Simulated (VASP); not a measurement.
# Al2O3 (P-3m1) in VASP: settings compared

The runs below take Al2O3 through atomic charges, electron localisation function, single point, electrostatic potential, with PBEsol, revPBE.

All numbers are computed with VASP 6.6.1; they aren't measurements. Logs are shortened: lines on timing, memory, paths and dates and some standing lists are left out, and cuts for length are marked.

## Step 1: The structure

It takes space group P-3m1 (No. 164, trigonal). Conventional cell: a = 3.017 Å, b = 3.017 Å, c = 7.575 Å, α = 90.00°, β = 90.00°, γ = 120.00°. Al (site symmetry 3m) has 4 O at 1.68 to 1.84 Å as nearest neighbours. O (site symmetry -3m) has 2 Al at 1.68 Å as nearest neighbours. Around O (site symmetry 3m) lie 3 Al at 1.84 Å.

Measurements of this composition are mostly on another form, of space group No. 167.

## Step 2: Atomic charges, PBEsol

Input file INCAR:

```
PREC = Accurate ; ENCUT = 520
EDIFF = 1E-7 ; ISMEAR = 0
SIGMA = 0.02 ; LREAL = False
LASPH = True ; NELM = 60
ALGO = Normal ; ISIF = 2
LWAVE = False ; LCHARG = False
GGA = PS ; LORBIT = 11
```

Input file KPOINTS:

```
Automatic mesh
0
Gamma
  10 10 4
```

Input file POSCAR:

```
Al2O3
1.0
    3.0174825440      0.0000000000      0.0000000000
   -1.5087412720      2.6132165386      0.0000000000
    0.0000000000      0.0000000000      7.5746360022
Al O
2 3
Direct
    0.0000000000      0.0000000000      0.7220490000
    0.0000000000      0.0000000000      0.2779510000
    0.0000000000      0.0000000000      0.5000000000
    0.6666666667      0.3333333333      0.8005460000
    0.3333333333      0.6666666667      0.1994540000
```

Potentials or basis: VASP PAW PBE potentials, release 64 (Al, O).

The run is started by

```console
> cat potpaw_PBE.64/Al/POTCAR potpaw_PBE.64/O/POTCAR > POTCAR
> mpirun -np 1 vasp_std > vasp.out
```

OUTCAR:

```text
PREC = Accurate
   ENCUT = 520
   EDIFF = 1E-7
   ISMEAR = 0
   LREAL = False
   LASPH = True
   NELM = 60
   ISIF = 2
   GGA = PS
   LORBIT = 11

 ion  position               nearest neighbor table
   1  0.000  0.000  0.722-   3 1.68   4 1.84   4 1.84   4 1.84   2 3.36
   2  0.000  0.000  0.278-   3 1.68   5 1.84   5 1.84   5 1.84   1 3.36
   3  0.000  0.000  0.500-   1 1.68   2 1.68
   4  0.667  0.333  0.801-   1 1.84   1 1.84   1 1.84
   5  0.333  0.667  0.199-   2 1.84   2 1.84   2 1.84

  LATTYP: Found a hexagonal cell.
 ALAT       =     3.0174825440
 C/A-ratio  =     2.5102501478

  Lattice vectors:

 A1 = (   3.0174825440,   0.0000000000,   0.0000000000)
 A2 = (  -1.5087412720,   2.6132165386,   0.0000000000)
 A3 = (   0.0000000000,   0.0000000000,   7.5746360022)

Analysis of symmetry for initial positions (statically):
=====================================================================
 Subroutine PRICEL returns:
 Original cell was already a primitive cell.

 Routine SETGRP: Setting up the symmetry group for a
 hexagonal supercell.

 Subroutine GETGRP returns: Found 12 space group operations
 (whereof 12 operations were pure point group operations)
 out of a pool of 24 trial point group operations.

The static configuration has the point symmetry D_3d.

Analysis of symmetry for dynamics (positions and initial velocities):
=====================================================================
 Subroutine PRICEL returns:
 Original cell was already a primitive cell.

 Routine SETGRP: Setting up the symmetry group for a
 hexagonal supercell.

 Subroutine GETGRP returns: Found 12 space group operations
 (whereof 12 operations were pure point group operations)
 out of a pool of 24 trial point group operations.

The dynamic configuration has the point symmetry D_3d.

 Subroutine INISYM returns: Found 12 space group operations
 (whereof 12 operations are pure point group operations),
 and found     1 'primitive' translations

----------------------------------------------------------------------------------------

                                     Primitive cell

  volume of cell :      59.7285

  direct lattice vectors                    reciprocal lattice vectors
     3.017482544  0.000000000  0.000000000     0.331402083  0.191335082  0.000000000
    -1.508741272  2.613216539  0.000000000     0.000000000  0.382670163  0.000000000
     0.000000000  0.000000000  7.574636002     0.000000000  0.000000000  0.132019545

  length of vectors
     3.017482544  3.017482544  7.574636002     0.382670163  0.382670163  0.132019545

  position of ions in fractional coordinates (direct lattice)
     0.000000000  0.000000000  0.722049000
     0.000000000  0.000000000  0.277951000
     0.000000000  0.000000000  0.500000000
     0.666666667  0.333333333  0.800546000
     0.333333333  0.666666667  0.199454000

  ion indices of the primitive-cell ions
   primitive index   ion index
                 1           1
                 2           2
                 3           3
                 4           4
                 5           5

----------------------------------------------------------------------------------------

 KPOINTS: Automatic mesh

Automatic generation of k-mesh.
 Grid dimensions read from file:
 generate k-points for:   10   10    4

 Generating k-lattice:

  Cartesian coordinates                     Fractional coordinates (reciprocal lattice)
     0.033140208  0.019133508  0.000000000     0.100000000  0.000000000  0.000000000
     0.000000000  0.038267016  0.000000000     0.000000000  0.100000000  0.000000000
     0.000000000  0.000000000  0.033004886     0.000000000  0.000000000  0.250000000

  Length of vectors
     0.038267016  0.038267016  0.033004886

  Shift w.r.t. Gamma in fractional coordinates (k-lattice)
     0.000000000  0.000000000  0.000000000

 Subroutine IBZKPT returns following result:
 ===========================================

 Found     50 irreducible k-points:

 Following reciprocal coordinates:
            Coordinates               Weight
  0.000000  0.000000  0.000000      1.000000
  0.100000  0.000000  0.000000      6.000000
  0.200000  0.000000  0.000000      6.000000
  0.300000  0.000000  0.000000      6.000000
  0.400000 -0.000000  0.000000      6.000000
  0.500000  0.000000  0.000000      3.000000
[... 16 lines left out ...]
  0.000000  0.400000  0.250000      6.000000
  0.500000  0.000000  0.250000      6.000000
 [... further k-points ...]
   k-points           NKPTS =     50   k-points in BZ     NKDIM =     50   number of bands    NBANDS=     16
   number of dos      NEDOS =    301   number of ions     NIONS =      5
   total plane-waves  NPLWV =  32256
   dimension x,y,z NGX =    24 NGY =   24 NGZ =   56
   dimension x,y,z NGXF=    48 NGYF=   48 NGZF=  112
   ions per type =               2   3
   NGX,Y,Z   is equivalent  to a cutoff of  13.22, 13.22, 12.29 a.u.
   NGXF,Y,Z  is equivalent  to a cutoff of  26.45, 26.45, 24.58 a.u.
 SYSTEM =  unknown system
   PREC   = accura    normal or accurate (medium, high low for compatibility)
   ISTART =      0    job   : 0-new  1-cont  2-samecut
   ICHARG =      2    charge: 1-file 2-atom 10-const
   ISPIN  =      1    spin polarized calculation?
   LNONCOLLINEAR =      F non collinear calculations
   LSORBIT =      F    spin-orbit coupling
   LASPH  =      T    aspherical Exc in radial PAW
   ENCUT  =  520.0 eV  38.22 Ry    6.18 a.u.   5.61  5.61 14.08*2*pi/ulx,y,z
   NELM   =     60;   NELMIN=  2; NELMDL= -5     # of ELM steps
   EDIFF  = 0.1E-06   stopping-criterion for ELM
   LREAL  =      F    real-space projection
   EDIFFG = 0.1E-05   stopping-criterion for IOM
   NSW    =      0    number of steps for IOM
   IBRION =     -1    ionic relax: 0-MD 1-quasi-New 2-CG
   NFREE  =      0    steps in history (QN), initial steepest desc. (CG)
   ISIF   =      2    stress and relaxation
   ISYM   =      2    0-nonsym 1-usesym 2-fastsym
   POTIM  = 0.5000    time-step for ionic-motion
   TEBEG  =    0.0;   TEEND  =   0.0 temperature during run
   PSTRESS=    0.0 pullay stress
   NELECT =      24.0000    total number of electrons
   NUPDOWN=      -1.0000    fix difference up-down
   EMIN   =  10.00;   EMAX   =-10.00  energy-range for DOS
   EFERMI =   0.00;   METHOD = LEGACY
   ISMEAR =     0;   SIGMA  =   0.02  broadening in eV -4-tet -1-fermi 0-gaus
   EFERMI_NEDOS =   21; number of points for ismear=-14 and -15
   IALGO  =     38    algorithm
   IMIX   =      4    mixing-type and parameters
     AMIX     =   0.40;   BMIX     =  1.00
     AMIX_MAG =   1.60;   BMIX_MAG =  1.00
  volume/ion in A,a.u.               =      11.95        80.61
  Fermi-wavevector in a.u.,A,eV,Ry     =   1.208049  2.282882 19.856107  1.459383
  Thomas-Fermi vector in A             =   2.343669
   LORBIT       =     11    0 simple, 1 ext, 2 COOP (PROOUT), +10 PAW based schemes
   GGA     = PS    functional components
   LHFCALC =     F    Hartree Fock is set to
   AEXX    =    0.0000 exact exchange contribution
   IVDW    =     0    specifies the selected vdW correction
   LEPSILON=     F    determine dielectric tensor
   LRPA    =     F    only Hartree local field effects (RPA)
 non-spin polarized calculation
 Gauss-broadening in eV      SIGMA  =   0.02
  energy-cutoff  :      520.00
  volume of cell :       59.73
 maximum number of plane-waves:      1632
 NGX is ok and might be reduce to    24
   NGX = 11   NGY = 11   NGZ = 29

 number of electron      24.0000012 magnetization

 Free energy of the ion-electron system (eV)
  ---------------------------------------------------
  ext. energy  EPLUGINS =         0.00000000
  ---------------------------------------------------
  free energy    TOTEN  =       -37.72805259 eV

  energy without entropy =      -37.72805259  energy(sigma->0) =      -37.72805259

 E-fermi :   3.9013     XC(G=0):  -9.9413

 val. band max:        3.7447644932   @ k =   0.0000   0.0000   0.0000
 cond. band min:       5.9389672777   @ k =   0.0000   0.0000   0.0000
 fundamental gap:      2.1942027845
 Fermi energy:         3.9013214165

 k-point     1 :       0.0000    0.0000    0.0000
  band No.  band energies     occupation
      1     -15.8025      2.00000
      2     -15.6058      2.00000
      3     -13.0413      2.00000
      4      -2.1389      2.00000
      5      -0.7758      2.00000
      6       0.0128      2.00000
[... 8 lines left out ...]
     15      10.9684      0.00000
     16      14.1368      0.00000

 k-point     2 :       0.1000    0.0000    0.0000
  band No.  band energies     occupation
      1     -15.7242      2.00000
      2     -15.5365      2.00000
      3     -13.0000      2.00000
      4      -2.1075      2.00000
      5      -0.7410      2.00000
      6      -0.3762      2.00000
[... 8 lines left out ...]
     15      10.9966      0.00000
     16      13.6146      0.00000

 k-point     3 :       0.2000    0.0000    0.0000
  band No.  band energies     occupation
      1     -15.5093      2.00000
      2     -15.3492      2.00000
      3     -12.8912      2.00000
      4      -2.2007      2.00000
      5      -1.3742      2.00000
      6      -0.8445      2.00000
[... 8 lines left out ...]
     15      10.9274      0.00000
     16      12.7630      0.00000
[... 362 lines left out ...]
 k-point    23 :       0.0000    0.4000    0.2500
  band No.  band energies     occupation
      1     -14.9436      2.00000
      2     -14.9149      2.00000
      3     -12.6474      2.00000
      4      -3.3959      2.00000
      5      -2.9747      2.00000
      6      -0.7755      2.00000
[... 8 lines left out ...]
     15      11.3731      0.00000
     16      12.3618      0.00000

 k-point    24 :       0.5000    0.0000    0.2500
  band No.  band energies     occupation
      1     -14.8475      2.00000
      2     -14.8220      2.00000
      3     -12.6082      2.00000
      4      -3.6187      2.00000
      5      -3.2385      2.00000
      6      -0.6521      2.00000
[... 8 lines left out ...]
     15      11.8187      0.00000
     16      12.3170      0.00000

 [... further k-points ...]

------------------------ aborting loop because EDIFF is reached ----------------------------------------

  FORCE on cell =-STRESS in cart. coord.  units (eV):
  Direction    XX          YY          ZZ          XY          YZ          ZX
  --------------------------------------------------------------------------------------
  -------------------------------------------------------------------------------------
  Total       -1.4687461     -1.4687461     -0.9798521      0.0000000     -0.0000000      0.0000000
  in kB      -39.3981093    -39.3981093    -26.2838620      0.0000000     -0.0000000      0.0000000
  external PRESSURE =     -35.0266936 kB  Pullay stress =       0.0000000 kB

 VOLUME and BASIS-vectors are now :
 -----------------------------------------------------------------------------
  energy-cutoff  :      520.00
  volume of cell :       59.73
      direct lattice vectors                 reciprocal lattice vectors
     3.017482544  0.000000000  0.000000000     0.331402083  0.191335082  0.000000000
    -1.508741272  2.613216539  0.000000000     0.000000000  0.382670163  0.000000000
     0.000000000  0.000000000  7.574636002     0.000000000  0.000000000  0.132019545

 POSITION                                       TOTAL-FORCE (eV/Angst)
 -----------------------------------------------------------------------------------
      0.00000      0.00000      5.46926         0.000000     -0.000000     -0.091825
      0.00000      0.00000      2.10538        -0.000000      0.000000      0.091825
      0.00000      0.00000      3.78732         0.000000      0.000000      0.000000
      1.50874      0.87107      6.06384        -0.000000      0.000000     -0.187976
     -0.00000      1.74214      1.51079         0.000000     -0.000000      0.187976
 -----------------------------------------------------------------------------------
    total drift:                                0.000000      0.000000     -0.000000

  FREE ENERGIE OF THE ION-ELECTRON SYSTEM (eV)
  ---------------------------------------------------
  free  energy   TOTEN  =       -37.7280525908 eV

  energy  without entropy=      -37.7280525908  energy(sigma->0) =      -37.72805259

 total charge

# of ion       s       p       d       tot
------------------------------------------
    1        0.345   0.433   0.000   0.777
    2        0.345   0.433   0.000   0.777
    3        1.547   3.608   0.000   5.155
    4        1.541   3.572   0.000   5.113
    5        1.541   3.572   0.000   5.113
--------------------------------------------------
tot          5.318  11.618   0.000  16.936
```

Run time: 19 s. Hardware: 1 thread of Intel Xeon 6975P-C (Granite Rapids), shared host; peak memory 0.19 GiB.

Results:

```yaml
Free_energy: -37.7281 eV
Pressure: -3.5 GPa
Largest_force: 0.188 eV/Å
Band_gap_on_the_k_mesh: 2.19 eV, direct
Valence_electrons_inside_the_program's_atomic_spheres: Al 0.78; O 5.16, 5.11
```

Forces on the atoms (eV/Å):
```
Al   0.000  0.000 -0.092
Al   0.000  0.000  0.092
O    0.000  0.000  0.000
O    0.000  0.000 -0.188
O    0.000  0.000  0.188
```

Stress tensor (GPa, compression positive):
```
-3.94  0.00  0.00
 0.00 -3.94  0.00
 0.00  0.00 -2.63
```

Caveat: the PAW data sets were made with another functional, which shifts forces and pressure a little.

(Continued in part 2 of 3.)
